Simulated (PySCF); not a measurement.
Piperidine, C5H11N.
Geometry (PBE0-D3(BJ)/def2-TZVP, Å), atoms numbered from 1 in this order:
```xyz
17
C5H11N angstrom
C      1.3045   -0.0645   -0.3203
C      0.2280   -0.6813   -1.2038
C     -0.9925   -1.0639   -0.3740
N     -1.5259    0.0220    0.4304
C     -0.5062    0.6383    1.2616
C      0.7330    1.0879    0.4954
H      1.6911   -0.8309    0.3633
H      2.1528    0.2715   -0.9236
H      0.6151   -1.5581   -1.7329
H     -0.0733    0.0438   -1.9706
H     -0.7203   -1.8776    0.3108
H     -1.7916   -1.4486   -1.0136
H     -1.9367    0.7227   -0.1766
H     -0.9555    1.4774    1.8000
H     -0.2109   -0.0982    2.0201
H      0.4601    1.9107   -0.1777
H      1.4828    1.4825    1.1887
```

All values: wB97X-D/pcSseg-2 (PySCF, non-relativistic), on one gas-phase PBE0-D3(BJ)/def2-TZVP geometry that isn't relaxed in the solvent. The solvent is an IEF-PCM continuum (cavity from Bondi-type radii × 1.2). Only the electrostatic response of the medium enters.

Gas phase at wB97X-D/pcSseg-2: HOMO -8.07 eV, LUMO 2.31 eV, dipole 1.23 D.

Question: What does the continuum do to the energy, the frontier levels and the dipole at wB97X-D/pcSseg-2 in chloroform?

Answer: 
```
   solvent      ε  E(solvent) − E(gas) (kcal/mol)  polarisation term (kcal/mol)  distortion of the solute (kcal/mol)  HOMO (eV)  LUMO (eV)  dipole (D)
chloroform  4.711                           -2.42                         -2.68                                 0.26      -8.10       2.48        1.55
```

Polarisation term: ½ Σ q·V over the induced surface charges. Distortion: the rise of the solute's own energy as its density leaves the gas-phase optimum.

Question: Which radius a makes the point-dipole formula ΔE = −[(ε − 1)/(2ε + 1)]·μ²/a³ give the value in chloroform, with the gas-phase dipole?

Answer: μ = 0.483 au and |ΔE| = 0.00385 Eh give a = 1.47 Å; the farthest nucleus lies 2.52 Å from the centroid of the nuclei, so such a sphere wouldn't even hold the nuclei. The formula assumes a rigid point dipole at the centre of a sphere.

Question: Give the dipole vector in the frame of the coordinates (D, pointing from negative to positive charge), gas and chloroform.

Answer: Gas (0.83, 0.49, -0.76), solvent (1.04, 0.63, -0.96). Its length changes by +26 % and its direction by less than 1°.

wB97X-D is run here without its empirical dispersion term; that term would change no orbital, density or response property at a fixed geometry.
